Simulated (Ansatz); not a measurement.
# V2NOS MXene bilayer (AA) in a perpendicular field, part 2 of 3

Aim: how the V2NOS MXene bilayer (AA) screens a field along its normal, and what the field does to its bands. A positive field points along +c.

Ansatz 0.2.0; plane-wave DFT, PBE-D4, Ansatz PAW.

So far. Step 2 (Relaxation): The lattice constant a goes from 2.941 to 2.954 Å.

**3. Atoms held, field 0**

A sawtooth potential applies the field, turning back in the middle of the vacuum. With the dipole correction the typed value is the field outside the slab. The induced dipole is small, so the SCF threshold is tight.

The cell differs from the one that the last finished run ended in (c 57.611 → 30.405 Å).

File input.yaml:

```yaml
crystal:
  lattice:
    - [2.9539697866, 0.0, 0.0]
    - [-1.4769848933, 2.5582128772, 0.0]
    - [0.0, 0.0, 30.4045822593]
  atoms:
    - { symbol: S, position: [0.3333333333, 0.6666666667, 0.2960080136] }
    - { symbol: V, position: [0.6666666667, 0.3333333333, 0.3487092748] }
    - { symbol: "N", position: [0.0, 0.0, 0.3842808032] }
    - { symbol: V, position: [0.3333333333, 0.6666666667, 0.4209745612] }
    - { symbol: O, position: [0.6666666667, 0.3333333333, 0.4534635939] }
    - { symbol: S, position: [0.3333333333, 0.6666666667, 0.5465897016] }
    - { symbol: V, position: [0.6666666667, 0.3333333333, 0.5992755985] }
    - { symbol: "N", position: [0.0, 0.0, 0.6348964779] }
    - { symbol: V, position: [0.3333333333, 0.6666666667, 0.6720020692] }
    - { symbol: O, position: [0.6666666667, 0.3333333333, 0.7039919864] }
kpoints:
  mp_grid: { grid: [18, 18, 1] }
  band_path:
    path: [[0, 0, 0], [0.5, 0, 0], [0.33333333, 0.33333333, 0], [0, 0, 0]]
    npoints: 16
hamiltonian:
  xc: pbe
  dispersion: d4
scf:
  occupations: { method: fermi_dirac, width: 0.02585 }
  convergence: { dr2_threshold: 1.0e-10 }
efield:
  axis: 3
  dipole_correction: true
  ramp_position: 0.97
  ramp_width: 0.06
  amplitude: 0
output:
  dos: { projected: true, e_range: [-6, 5] }
  bader: true
  write_potential: true
  write_density: true
  volumetric_format: npy
  elf: true
```

Started as:

```console
ansatz run input.yaml --threads 4 --pin off --max-ram 6144MiB --backend cpu --events-out ev --progress --plain --runs-dir out
```

Numbers of over 12 decimals in the logs are rounded to 6 here.

What it wrote:

```text
[...]
Crystal: 10 atoms, lattice volume = 229.764 Å³
Basis set: ecut = 420 eV, 4397 PW (Γ)
Bands: 53, of which v1, the nominal top of the filled ones, is band 43 counted from 1 (42 counted from 0)
Symmetry: 6 space group operations
[...]
k-points: 37 of 324 (time reversal used)
[...]
SCF iter   1: F=—  HF=-15367.596572 eV  |F-HF|=—  |Δ(HF+E_count)|=         —  Δρ=1.27e-2  dr2=5.54e0  ethr=1.77e-3  p=-0.071 e·Å  D=-5.59e-2 V/Å  ΔV_dip=1.70 eV  dr2_dipole=3.06e0  V_vac-E_F(+/−)=6.76/5.06 eV  ⟨swp⟩=8.8  Hψ=9972  notcnv=0  defer=1
efield: sawtooth ramp at fractional position 0.9700 (set: `efield.ramp_position`, or a place that a band, a saddle search or an elastic batch's reference lends), width 0.0600; the density the first Hamiltonian is built on has a dipole p = -0.071 e·Å; the dipole correction subtracts the counter field D = -5.59e-2 V/Å, which shifts the + side's vacuum level by +1.70 eV against the − side's; the planar-averaged density in the ramp window peaks in size at 1.4e-5 e/Å³
[...]
SCF iter   2: F=—  HF=-15367.552740 eV  |F-HF|=—  |Δ(HF+E_count)|=   4.38e-2  Δρ=6.14e-3  dr2=2.34e-1  ethr=1.77e-3  p=-0.037 e·Å  D=-2.93e-2 V/Å  ΔV_dip=0.89 eV  dr2_dipole=7.27e-2  V_vac-E_F(+/−)=6.24/5.35 eV  ⟨swp⟩=2.0  Hψ=2554  notcnv=0  defer=31
[...]
SCF iter  12: F=-15367.534360 eV  HF=-15367.534360 eV  |F-HF|=1.16e-10  |Δ(HF+E_count)|=  1.46e-11  Δρ=1.41e-7  dr2=4.60e-11  ethr=1.00e-12  p=-0.046 e·Å  D=-3.59e-2 V/Å  ΔV_dip=1.09 eV  dr2_dipole=9.55e-16  V_vac-E_F(+/−)=6.34/5.24 eV  ⟨swp⟩=9.5  Hψ=5197  notcnv=0
SCF 1 converged in 12 iterations: F = -15367.534360 eV  dr2 = 4.60e-11
[...]
NSCF: frozen V_eff on 49 k-points
efield: sawtooth ramp at fractional position 0.9700 (kept from the solve that this one continues, or follows in the run), width 0.0600; the density the first Hamiltonian is built on has a dipole p = -0.046 e·Å; the dipole correction subtracts the counter field D = -3.59e-2 V/Å, which shifts the + side's vacuum level by +1.09 eV against the − side's; the planar-averaged density in the ramp window peaks in size at 9.9e-7 e/Å³
[...]
SCF converged after 12 iterations
Free energy (F): -15367.534360 eV
[...]
Internal energy: -15367.521083 eV  (E = F + TS)
E sigma→0 (E₀):  -15367.527722 eV
Entropy (-TS):   -0.013277 eV (-1.328 meV/atom)
Fermi energy:    3.418731 eV
Dipole field:    D = -0.035923 V/Å  (p = -0.045614 e·Å, saw-weighted, corrected)
Work function:   Φ+ = 6.3350 eV   Φ− = 5.2428 eV
Levels:          The Fermi level and band energies are counted from a zero that moves with the ramp; work functions are not
[...]
--- Band table (eV; the first three rows and the last of 37) ---
  k-point 0: bands = [... 39 lower, 2.3459, 3.0416, 3.1416, 3.1416, 3.1669, 3.1856, 3.1856, 3.7764, ... 6 higher]
  k-point 1: bands = [... 39 lower, 2.2429, 2.8102, 2.8697, 3.2561, 3.3036, 3.3962, 3.4426, 3.7983, ... 6 higher]
  k-point 2: bands = [... 39 lower, 2.0768, 2.5616, 2.6149, 3.3761, 3.4188, 3.5690, 3.6218, 3.9336, ... 6 higher]
  k-point 36: bands = [... 39 lower, 0.1266, 3.1974, 3.2864, 3.3764, 3.4088, 3.8158, 3.8777, 4.3146, ... 6 higher]
--- Bader charges: 10 sites ---
  site symbol  charge [e]  shift [e]
     0      S     -0.6557     0.0013
     1      V      1.4858     0.0011
     2      N     -1.6270     0.0002
     3      V      1.8240     0.0009
     4      O     -1.0669     0.0009
     5      S     -0.6179     0.0012
     6      V      1.4887     0.0010
     7      N     -1.6242     0.0001
     8      V      1.8361     0.0010
     9      O     -1.0429     0.0010
  estimated error of the sums over rays = 7.6e-4 e
```

The job ended after 66 s (4 threads of Intel Xeon Platinum 8259CL at 2.50GHz (Skylake/Cascade Lake), shared host; peak memory 0.97 GiB; 4.3 min of CPU time).

This step gave:

```yaml
energy_at_zero_smearing: -15367.5277 eV
work_function_upper_face: 6.335 eV
work_function_lower_face: 5.243 eV
dipole_along_the_normal: -0.04561 e·Å
step_between_the_vacuum_levels: 1.092 eV
```

Running mean over a fixed 2.7 Å (it still follows the layers) of the planar mean; the ramp of the sawtooth is left out. Electron's electrostatic potential energy less the Fermi level against z:

z (Å), electron's electrostatic potential energy less the Fermi level (eV) and a bar from the least value:
```
        4        5.2 ############################
        5        5.2 ############################
        6        5.2 ############################
        7        4.4 ###########################
        8       -0.6 ##################
        9       -5.5 ##########
       10       -9.8 ###
       11      -10.7 ##
       12      -11.7 
       13       -9.7 ###
       14       -3.7 #############
       15        0.3 ####################
       16       -2.3 ################
       17       -7.7 #######
       18      -10.1 ###
       19      -11.4 #
       20      -11.5 
       21       -7.5 #######
       22       -0.9 ##################
       23        5.1 ############################
       24        6.3 ##############################
       25        6.3 ##############################
       26        6.3 ##############################
       27        6.3 ##############################
```

The density of states has structure finer than the step of the table below, so its rows give means over 0.2 eV, whole bins alone (the curve runs from -6 to 1.69 eV). Peaks (eV: height): -5.83: 20.8, -4.26: 14.8, -4.10: 15.4, 0.51: 27.1, 1.00: 27.3, 1.28: 26.1, 1.42: 33.3.

Table of density of states by energy, zero at the Fermi level; means over each step:

energy (eV), density of states (states/eV a cell) and a bar:
```
     -5.8       12.6 ################
     -5.6        4.8 ####
     -5.4        4.1 ###
     -5.2        6.6 #######
     -5.0        7.9 #########
     -4.8        3.1 ##
     -4.6        1.9 
     -4.4        8.9 ###########
     -4.2       11.7 ###############
     -4.0       10.2 #############
     -3.8        7.9 #########
     -3.6        4.3 ####
     -3.4        3.6 ###
     -3.2        4.6 ####
     -3.0        8.0 #########
     -2.8        4.6 ####
     -2.6        3.1 ##
     -2.4        3.1 ##
     -2.2        2.7 #
     -2.0        3.0 ##
     -1.8        3.3 ##
     -1.6        3.6 ###
     -1.4        4.0 ###
     -1.2        4.3 ####
     -1.0        5.3 #####
     -0.8        3.7 ###
     -0.6        2.8 #
     -0.4        2.5 #
     -0.2        5.5 #####
      0.0        6.6 #######
      0.2        4.9 ####
      0.4       11.8 ###############
      0.6       14.9 ####################
      0.8        5.2 #####
      1.0       12.8 ################
      1.2       13.1 #################
      1.4       21.7 ##############################
```

Projected DOS per atom over height of the atomic layer and energy from the Fermi level. Layers: S V N V O S V N V O from below.

Ten even steps from '0' (0.04 states/eV) to '9' (4.13 states/eV), each cell a mean:
```
0402005020
1904008040
0316003050
0509004090
0203002030
0102001020
0001000010
0101002010
0101001010
1100011000
1100011000
1000010000
2000020000
4000141001
1000110001
1000311003
1111611117
1001510014
1000010000
2111211112
0000210001
1142111421
```
Columns: height of the atomic layer (Å) from 9 to 21.4 (not evenly spaced); rows upwards: energy from the Fermi level (eV) from -5.96 to 1.69.

Electronic bands along the path, in eV, zero at the Fermi level:

| point | band 40 | band 41 | band 42 | band 43 | band 44 | band 45 | band 46 | band 47 |
| --- | --- | --- | --- | --- | --- | --- | --- | --- |
| Γ | -1.07 | -0.38 | -0.28 | -0.28 | -0.25 | -0.23 | -0.23 | 0.36 |
| halfway | -1.53 | -1.47 | -1.34 | 0.00 | 0.02 | 0.42 | 0.50 | 0.62 |
| M | -1.66 | -1.62 | -1.61 | 0.33 | 0.35 | 0.52 | 0.52 | 1.00 |
| halfway | -2.93 | -0.87 | -0.78 | 0.37 | 0.38 | 0.41 | 0.44 | 1.02 |
| K | -3.29 | -0.22 | -0.13 | -0.04 | -0.01 | 0.40 | 0.46 | 0.90 |
| halfway | -2.21 | -0.88 | -0.78 | -0.41 | -0.32 | 0.69 | 0.72 | 0.89 |
| Γ | -1.07 | -0.38 | -0.28 | -0.28 | -0.25 | -0.23 | -0.23 | 0.36 |

Electrostatic potential energy in the ca plane at fractional y = 0.333, with atoms of V and O within 0.2 Å of it. With pseudopotentials it is smooth inside the atoms' cores, unlike the true potential.

Ten even steps from '0' (-29 eV) to '9' (9 eV), each cell a mean:
```
99999999999999999998886211478777657999998876
99999999999999999999873010168886001799999873
99999999999999999999872021058885000699999872
99999999999999999999873000268887102899999874
99999999999999999988876322577777768999988777
99999999999999999986677777777645789999986677
99999999999999999976568888877534689999986567
99999999999999999987677767777655789999987677
```
Columns run along c (16.0 Å, from fractional 0.06 to 0.59 of the cell; values clipped at the 3rd and 97th percentile), rows up along a (3.0 Å). Atoms in or near the plane, at fractional coordinates: V at (0.35, 0.67), O at (0.45, 0.67).

ELF in the ca plane at fractional y = 0.333, with atoms of V and O within 0.2 Å of it. It is the smooth field of the valence electrons, not physical close to the nuclei.

Ten even steps from '0' (0.01) to '9' (0.84), each cell a mean:
```
01245653354223113799720135663354223212799852
00011222788511127879950001222688611126879974
00001113888611127748960000112788711127847984
00012322688412126889950012332688512125889973
01356763243233212688610246763233234212588741
14789986312465211123100589986312465211123210
25899997423676212100001699997423686212100000
13689986211465211134200488986211365211134210
```
Columns run along c (16.0 Å, from fractional 0.24 to 0.76 of the cell), rows up along a (3.0 Å). Atoms in or near the plane, at fractional coordinates: V at (0.35, 0.67), O at (0.45, 0.67), V at (0.60, 0.67), O at (0.70, 0.67).

Valence density in the ca plane at fractional y = 0.333, with atoms of V and O within 0.2 Å of it. It is the smooth field of the valence electrons, not physical close to the nuclei.

Ten steps, logarithmic in the rise over the least value, from '0' (0 e/Å³) to '9' (14 e/Å³), each cell a mean:
```
00012223455322223454210012223455422223454210
00001124798631124677410001123798631123677410
00001124899631124787520001124899731124787520
00011223688522123676410001223688622123676410
00012223455322223443200012222355322222343200
00123332222333333221000123332222233333221000
00123332222333333211000123333222333333211000
00123332222333333221100123332222233333221100
```
Columns run along c (16.0 Å, from fractional 0.24 to 0.76 of the cell), rows up along a (3.0 Å). Atoms in or near the plane, at fractional coordinates: V at (0.35, 0.67), O at (0.45, 0.67), V at (0.60, 0.67), O at (0.70, 0.67).

The work function of the upper face is 6.34 eV.

**4. Atoms held, field 0.03 V/Å**

Changes to input.yaml since step 3:

```diff
@@ -32,6 +32,4 @@
   ramp_width: 0.06
-  amplitude: 0
+  amplitude: 0.03
 output:
-  dos: { projected: true, e_range: [-6, 5] }
-  bader: true
   write_potential: true
@@ -39,2 +37 @@
   volumetric_format: npy
-  elf: true
```

What it wrote:

```text
[...]
Crystal: 10 atoms, lattice volume = 229.764 Å³
Basis set: ecut = 420 eV, 4397 PW (Γ)
Bands: 53, of which v1, the nominal top of the filled ones, is band 43 counted from 1 (42 counted from 0)
Symmetry: 6 space group operations
[...]
k-points: 37 of 324 (time reversal used)
[...]
k-point 0: bands = [... 39 lower, 2.3421, 3.0376, 3.1367, 3.1367, 3.1632, 3.1819, 3.1819, 3.7725, ... 6 higher]
  k-point 1: bands = [... 39 lower, 2.2390, 2.8056, 2.8660, 3.2514, 3.2999, 3.3919, 3.4389, 3.7945, ... 6 higher]
  k-point 2: bands = [... 39 lower, 2.0729, 2.5570, 2.6112, 3.3716, 3.4151, 3.5649, 3.6179, 3.9294, ... 6 higher]
  k-point 36: bands = [... 39 lower, 0.1225, 3.1932, 3.2825, 3.3721, 3.4047, 3.8115, 3.8740, 4.3102, ... 6 higher]
[key lines of the parts left out:]
SCF converged after 14 iterations
Free energy (F): -15367.533254 eV
Fermi energy:    3.414688 eV
Dipole field:    D = -0.022137 V/Å  (p = -0.028109 e·Å, saw-weighted, corrected)
```

The job ended after 34 s (4 threads; peak memory 0.9 GiB; 2.2 min of CPU time).

The dipole is -0.0281 e·Å, 0.0175 e·Å from its value without field.

**5. Atoms held, field -0.03 V/Å**

Changes to input.yaml since step 4:

```diff
@@ -32,3 +32,3 @@
   ramp_width: 0.06
-  amplitude: 0.03
+  amplitude: -0.03
 output:
```

What it wrote:

```text
[...]
Crystal: 10 atoms, lattice volume = 229.764 Å³
Basis set: ecut = 420 eV, 4397 PW (Γ)
Bands: 53, of which v1, the nominal top of the filled ones, is band 43 counted from 1 (42 counted from 0)
Symmetry: 6 space group operations
[...]
k-points: 37 of 324 (time reversal used)
[...]
k-point 0: bands = [... 39 lower, 2.3497, 3.0456, 3.1464, 3.1464, 3.1706, 3.1893, 3.1893, 3.7802, ... 6 higher]
  k-point 1: bands = [... 39 lower, 2.2467, 2.8147, 2.8734, 3.2608, 3.3072, 3.4003, 3.4464, 3.8021, ... 6 higher]
  k-point 2: bands = [... 39 lower, 2.0807, 2.5661, 2.6185, 3.3807, 3.4225, 3.5731, 3.6257, 3.9377, ... 6 higher]
  k-point 36: bands = [... 39 lower, 0.1306, 3.2016, 3.2902, 3.3807, 3.4128, 3.8201, 3.8813, 4.3189, ... 6 higher]
[key lines of the parts left out:]
SCF converged after 14 iterations
Free energy (F): -15367.535991 eV
Fermi energy:    3.422741 eV
Dipole field:    D = -0.049704 V/Å  (p = -0.063111 e·Å, saw-weighted, corrected)
```

Elapsed: 35 s, on 4 threads; peak memory 0.89 GiB.

The dipole is -0.0631 e·Å, -0.0175 e·Å from its value without field.

**6. Single point, field 0.15 V/Å**

Changes to input.yaml since step 5:

```diff
@@ -32,3 +32,3 @@
   ramp_width: 0.06
-  amplitude: -0.03
+  amplitude: 0.15
 output:
```

What it wrote:

```text
[...]
Crystal: 10 atoms, lattice volume = 229.764 Å³
Basis set: ecut = 420 eV, 4397 PW (Γ)
Bands: 53, of which v1, the nominal top of the filled ones, is band 43 counted from 1 (42 counted from 0)
Symmetry: 6 space group operations
[...]
k-points: 37 of 324 (time reversal used)
[...]
k-point 0: bands = [... 39 lower, 2.3266, 3.0210, 3.1169, 3.1169, 3.1480, 3.1668, 3.1668, 3.7567, ... 6 higher]
  k-point 1: bands = [... 39 lower, 2.2233, 2.7870, 2.8508, 3.2320, 3.2849, 3.3744, 3.4237, 3.7786, ... 6 higher]
  k-point 2: bands = [... 39 lower, 2.0568, 2.5384, 2.5963, 3.3529, 3.4000, 3.5478, 3.6020, 3.9123, ... 6 higher]
  k-point 36: bands = [... 39 lower, 0.1057, 3.1759, 3.2667, 3.3542, 3.3882, 3.7938, 3.8591, 4.2922, ... 6 higher]
[key lines of the parts left out:]
SCF converged after 15 iterations
Free energy (F): -15367.534082 eV
Fermi energy:    3.398166 eV
Dipole field:    D = 0.033009 V/Å  (p = 0.041913 e·Å, saw-weighted, corrected)
```

Run time: 35 s. Hardware: 4 threads; peak memory 0.9 GiB; 2.2 min of CPU time.

The dipole is 0.0419 e·Å, 0.0875 e·Å from its value without field.

**7. Atoms held, field 0.25 V/Å**

Changes to input.yaml since step 6:

```diff
@@ -32,3 +32,3 @@
   ramp_width: 0.06
-  amplitude: 0.15
+  amplitude: 0.25
 output:
```

What it wrote:

```text
[...]
Crystal: 10 atoms, lattice volume = 229.764 Å³
Basis set: ecut = 420 eV, 4397 PW (Γ)
Bands: 53, of which v1, the nominal top of the filled ones, is band 43 counted from 1 (42 counted from 0)
Symmetry: 6 space group operations
[...]
k-points: 37 of 324 (time reversal used)
[...]
k-point 0: bands = [... 39 lower, 2.3132, 3.0066, 3.0999, 3.0999, 3.1349, 3.1537, 3.1537, 3.7429, ... 6 higher]
  k-point 1: bands = [... 39 lower, 2.2097, 2.7709, 2.8378, 3.2154, 3.2720, 3.3593, 3.4106, 3.7650, ... 6 higher]
  k-point 2: bands = [... 39 lower, 2.0430, 2.5224, 2.5834, 3.3369, 3.3870, 3.5330, 3.5883, 3.8974, ... 6 higher]
  k-point 36: bands = [... 39 lower, 0.0914, 3.1610, 3.2532, 3.3388, 3.3741, 3.7786, 3.8462, 4.2767, ... 6 higher]
[key lines of the parts left out:]
SCF converged after 15 iterations
Free energy (F): -15367.541192 eV
Fermi energy:    3.383965 eV
Dipole field:    D = 0.078988 V/Å  (p = 0.100295 e·Å, saw-weighted, corrected)
```

The job ended after 39 s (4 threads; peak memory 0.9 GiB; 2.5 min of CPU time).

The dipole is 0.100 e·Å, 0.146 e·Å from its value without field.

**8. Single point, field -0.25 V/Å**

Changes to input.yaml since step 7:

```diff
@@ -32,4 +32,6 @@
   ramp_width: 0.06
-  amplitude: 0.25
+  amplitude: -0.25
 output:
+  dos: { projected: true, e_range: [-6, 5] }
+  bader: true
   write_potential: true
@@ -37 +39,2 @@
   volumetric_format: npy
+  elf: true
```

What it wrote:

```text
[...]
Crystal: 10 atoms, lattice volume = 229.764 Å³
Basis set: ecut = 420 eV, 4397 PW (Γ)
Bands: 53, of which v1, the nominal top of the filled ones, is band 43 counted from 1 (42 counted from 0)
Symmetry: 6 space group operations
[...]
k-points: 37 of 324 (time reversal used)
[...]
--- Bader charges: 10 sites ---
  site symbol  charge [e]  shift [e]
     0      S     -0.6458     0.0013
     1      V      1.4861     0.0011
     2      N     -1.6267     0.0002
     3      V      1.8240     0.0009
     4      O     -1.0669     0.0009
     5      S     -0.6180     0.0012
     6      V      1.4889     0.0010
     7      N     -1.6244     0.0001
     8      V      1.8340     0.0010
     9      O     -1.0511     0.0010
  estimated error of the sums over rays = 7.6e-4 e
[key lines of the parts left out:]
SCF converged after 14 iterations
Free energy (F): -15367.563989 eV
Fermi energy:    3.451110 eV
Dipole field:    D = -0.150742 V/Å  (p = -0.191405 e·Å, saw-weighted, corrected)
```

Run time: 76 s. Hardware: 4 threads; peak memory 0.95 GiB; 5 min of CPU time.

The dipole is -0.191 e·Å, -0.146 e·Å from its value without field.

[end of part 2 of 3]

[Logs are printed without paths, hosts, clocks, repeated set-up lines and the standing remarks that a program may print on its own settings, such as how far it seeks lower states.]

[Hosts, paths, dates, database ids (printed as entryN), source tags and the programs' standing remarks are cut or masked in the printed files.]

[Maps of the electrostatic potential energy from Ansatz leave out the sawtooth potential of an applied field or a dipole correction, so their vacuum need not be flat; planar profiles and work functions include it.]

[The density of states shown here was stored with 400 of the rows of the run's finer table, so its peaks can read low, often by over a quarter, or be missed, and its means over a window can be off by a tenth or more.]
